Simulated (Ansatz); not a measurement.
A strain series on LiH (rocksalt): epitaxial in the plane normal to [111]

LiH (rocksalt), relaxed with r2SCAN in the PAW code Ansatz, then strained (epitaxial in the plane normal to [111]; changes of length per length, axes as in the cell below) with the atoms relaxed again within the symmetry that is left. The symmetry is Fm-3m (No. 225, cubic); a = 4.006 Å in the conventional setting, 8.04 Å³ an atom. Li is surrounded by 6 H at 2.00 Å; H is surrounded by 6 Li at 2.00 Å. The values are computed, spin-unpolarised, and not measurements.

```
Li H
1.0
     0.00000    2.00299    2.00299
     2.00299    0.00000    2.00299
     2.00299    2.00299    0.00000
Li H
1 1
Direct
  0.00000 0.00000 0.00000
  0.50000 0.50000 0.50000
```

Gaps are the least over each mesh (PBE 10×10×10, r2SCAN 10×10×10, HSE06 8×8×8 when unstrained) and the special points, which keep their unstrained names; stress is the change from the unstrained cell, compression positive.

| strain (%) | free normal strain (%) | gap, PBE (eV) | gap, r2SCAN (eV) | gap, HSE06 (eV) | edges, HSE06 | in-plane stress, r2SCAN (GPa) | energy rise, r2SCAN (meV/atom) |
| --- | --- | --- | --- | --- | --- | --- | --- |
| 0.0 | 0.00 | 2.984 | 3.630 | 3.971 | X | 0.00 | 0.0 |
| +2.54 | -0.12 | 3.018 | 3.658 | 3.997 | X | -2.44 | 3.3 |
| +3.62 | -0.18 | 3.029 | 3.667 | 4.005 | X | -3.34 | 6.6 |
| +4.76 | -0.25 | 3.041 | 3.676 | 4.014 | X | -4.20 | 11.1 |

The meshes of the hybrids are coarse, so their gaps aren't converged to the digits shown.
